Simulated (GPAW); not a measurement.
Runs of GPAW 26.7.0 on Pb. The structure is cubic, space group Fm-3m (No. 225). The conventional cell has a = 4.950 Å, b = 4.950 Å, c = 4.950 Å, α = 90.00°, β = 90.00°, γ = 90.00°. Pb (site symmetry m-3m) has 12 Pb at 3.50 Å as nearest neighbours. 

| task | level | potentials or basis | k mesh | cutoff (eV) | maxiter | fermi k mesh | gap on the mesh (eV) | pressure (GPa) | V0 of scaled cells (Å³/atom) | B0 (GPa) |
| --- | --- | --- | --- | --- | --- | --- | --- | --- | --- | --- |
| Fermi surface | PBEint | PAW data sets generated in the run's folder for this functional, pw | 9 × 9 × 9 | 600 | 150 | 14 × 14 × 14 | none | -0.2 | - | - |
| equation of state | PBEsol+D3 | PAW data sets generated in the run's folder for this functional, pw | 9 × 9 × 9 | 600 | 150 | - | - | - | 29.02 | 54 |
| single point | LDA | the program's PAW data sets (release 1.2.1) made for this functional, pw | 8 × 8 × 8 | 500 | 80 | - | none | (b) | - | - |
| equation of state | PBEsol+D4 | PAW data sets generated in the run's folder for this functional, pw | 9 × 9 × 9 | 600 | 150 | - | - | - | 29.00 | (a) |

Alike in all rows: no spin polarisation; cell as given; smearing fermi-dirac 0.05 eV.

Problem. Fill in the values left out.

Solution. (a) 55; (b) -2.4.

Caveats: the cutoff is short for stress and forces, so pressures can be off by a GPa or more (some runs).

A k mesh can miss the band edges, and the runs leave out spin-orbit coupling on Pb.

A gap of «none» marks a metal or a gap under the smearing width.

Runs at the PBE level aren't shown here.
